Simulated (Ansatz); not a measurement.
A crystal relaxed with r2SCAN+rVV10 in Ansatz has space group Pnma (No. 62) and a = 11.474 Å, b = 3.842 Å, c = 11.206 Å.

| atom | site | x | y | z |
| --- | --- | --- | --- | --- |
| Xx | 4c | 0.8525 | 0.7500 | 0.4651 |
| Xx | 4c | 0.9712 | 0.2500 | 0.1734 |
| S | 4c | 0.8760 | 0.7500 | 0.0609 |
| S | 4c | 0.0496 | 0.7500 | 0.3774 |
| S | 4c | 0.2953 | 0.2500 | 0.1909 |

With r2SCAN the valence top lies at Γ and the conduction bottom at Z, 1.50 eV higher; the smallest vertical gap, at Γ–Z (0.90 of the way from Γ), is 1.62 eV. The HSE06 gap is indirect, 1.82 eV (Γ to Γ–Z (0.90 of the way from Γ)), below the direct gap of 1.96 eV at Γ. Meshes: r2SCAN 2×6×2, HSE06 2×4×2. r2SCAN's ε∞ is 7.8, 13.7 and 12.2 along x, y and z.

**Question.** Which element is Xx?
A. Sb
B. N
C. V
D. Bi

**Answer.** A. Xx is Sb: a 20-atom cell of Sb2S3 (Pnma) from a materials database. Sb has 5 S at 2.47–2.84 Å; Sb has 3 S at 2.53–2.54 Å; S has 2 Sb at 2.54 Å; S has 3 Sb at 2.47–2.84 Å; S has 3 Sb at 2.53–2.68 Å.

(Simulation; spin polarisation is off.)

Spin-orbit coupling is left out, which matters wherever the heavy atoms make up the band edges.

Where an edge lies off the special points, it is a point of the mesh or the k point where a search put PBE's edge or least direct gap, reused for the other functionals, whose own edges may lie a little apart.

The meshes of the hybrids are coarse, so their gaps aren't converged to the digits shown.

For a response run the program warns that the ground state's bands aren't all converged, so ε∞ carries an extra error.
